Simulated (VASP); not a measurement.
CuO: equation of state with PBE

The system is CuO.

```
Cu O
1.0
     2.30558   -1.72961    0.07281
     2.31576    1.74354    0.04815
    -0.70809   -0.03897    5.12907
Cu O
2 2
Cartesian
  1.1008 0.8093 0.3341
  1.1067 -0.5643 2.4735
  1.8111 -0.4788 1.4095
  1.8512 0.1962 3.6580
```

```
Program                : VASP 6.6.1
Task                   : equation of state
Functional             : PBE
Potentials or basis    : VASP PAW PBE potentials, release 64 (Cu, O)
Cutoff                 : 520 eV
k mesh                 : 10 × 10 × 5
Occupations            : fermi-dirac, width 0.05 eV
Spin                   : no spin polarisation
Further INCAR settings : ALGO = Normal; EDIFF = 1e-07; NBANDS = 25
```

| Item | Value |
| --- | --- |
| Equilibrium volume | outside the volumes run |

Energy against volume, from the lowest point:
| volume (Å³/atom) | energy (meV/atom) |
| --- | --- |
| 9.708 | 733.66 |
| 9.914 | 583.79 |
| 10.121 | 446.24 |
| 10.327 | 319.98 |
| 10.534 | 204.06 |
| 10.740 | 97.65 |
| 10.947 | 0.00 |

All runs of the series together: 23 min on 1 thread of AMD EPYC 9R14 (Zen 4) (shared host).

Caveat: the run has no spin polarisation, though such a crystal can be magnetic.
